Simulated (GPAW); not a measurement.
BaTiO3:

```xyz
5
Lattice="2.8274 1.6324 2.3184 -2.8274 1.6324 2.3184 0.0000 -3.2648 2.3184" Properties=species:S:1:pos:R:3 pbc="T T T"
Ba    0.0000    0.0000    0.0000
Ti    0.0000    0.0000    3.3698
O     1.3885   -0.8017    2.3988
O    -1.3885   -0.8017    2.3988
O     0.0000    1.6033    2.3988
```

Base run:

- Program: GPAW 26.7.0
- Functional: PBEsol
- Potentials or basis: PAW data sets generated in the run's folder for this functional
- Cutoff: 800 eV
- Basis: pw
- k mesh: 5 × 5 × 5
- Occupations: fermi-dirac, width 0.05 eV
- Spin: no spin polarisation
- Hubbard terms: Ti d U = 8 eV

Its results: band gap on the k mesh 3.58 eV, indirect (least direct gap 3.87 eV); pressure 4.9 GPa; largest force 1.994 eV/Å.

Task: The run is repeated on the same cell with these changes: hubbard terms from Ti d U = 8 eV to Ti d U = 6 eV. What comes out?

Result: Band gap on the k mesh 3.27 eV, indirect (least direct gap 3.56 eV); pressure 3.6 GPa; largest force 1.524 eV/Å.

Caveats: spin-orbit coupling is left out, which moves the levels of the heavy elements; the mesh misses the band edges, which the band path finds closer together; forces of over 1 eV/Å show positions far from the minimum, so gaps and moduli don't describe the material at rest.
